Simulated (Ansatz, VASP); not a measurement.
# One calculation of Mg, two programs

Contents of INCAR:

```
ALGO = Fast ; EDIFF = 1E-7
ENCUT = 520 ; GGA = PS
ISIF = 2 ; ISMEAR = -1
LASPH = T ; LCHARG = F
LREAL = F ; LWAVE = F
NBANDS = 7 ; NELM = 100
PREC = Accurate ; SIGMA = 0.05
```

KPOINTS

```
k-points
0
Gamma
  13 13 13
```

The input POSCAR:

```
Mg
1.0
   -1.7918605652      1.7918605652      1.7918605652
    1.7918605652     -1.7918605652      1.7918605652
    1.7918605652      1.7918605652     -1.7918605652
Mg
1
Direct
    0.0000000000      0.0000000000      0.0000000000
```

Input for Ansatz:

```yaml
crystal:
  lattice:
    - [-1.7918605652, 1.7918605652, 1.7918605652]
    - [1.7918605652, -1.7918605652, 1.7918605652]
    - [1.7918605652, 1.7918605652, -1.7918605652]
  atoms:
    - { symbol: Mg, position: [0.0, 0.0, 0.0] }
kpoints:
  mp_grid: { grid: [13, 13, 13] }
  band_path:
    path:
      - [0.0, 0.0, 0.0]
      - [0.5, -0.5, 0.5]
      - [0.0, 0.0, 0.5]
      - [0.0, 0.0, 0.0]
      - [0.25, 0.25, 0.25]
      - [0.5, -0.5, 0.5]
      - [0.25, 0.25, 0.25]
      - [0.0, 0.0, 0.5]
    npoints: 5
scf:
  occupations: { method: fermi_dirac, width: 0.05 }
hamiltonian:
  xc: pbesol
  pseudopotentials: { kind: all_electron, lapw: { basis_error: 0.00025 } }
output:
  forces: true
  stress: true
  eigenvalues: true
```

Alike in both runs: task single point; functional PBEsol; k mesh 13 × 13 × 13; occupations fermi-dirac, width 0.05 eV; no spin polarisation.

|  | VASP | Ansatz |
| --- | --- | --- |
| version | VASP 6.6.1 | Ansatz 0.2.0 |
| potentials or method | VASP PAW PBE potentials, release 64 (Mg) | all-electron LAPW, scalar-relativistic |
| plane-wave cutoff (eV) | 520 | see its input |

|  | VASP | Ansatz | Ansatz less VASP |
| --- | --- | --- | --- |
| pressure (GPa) | -0.7 | -0.7 | +0.04 |

Ansatz ran all-electron here, so the differences hold the error of VASP's frozen core and of both bases.

Caveats: the PAW data sets were made with another functional, which shifts forces and pressure a little (VASP).
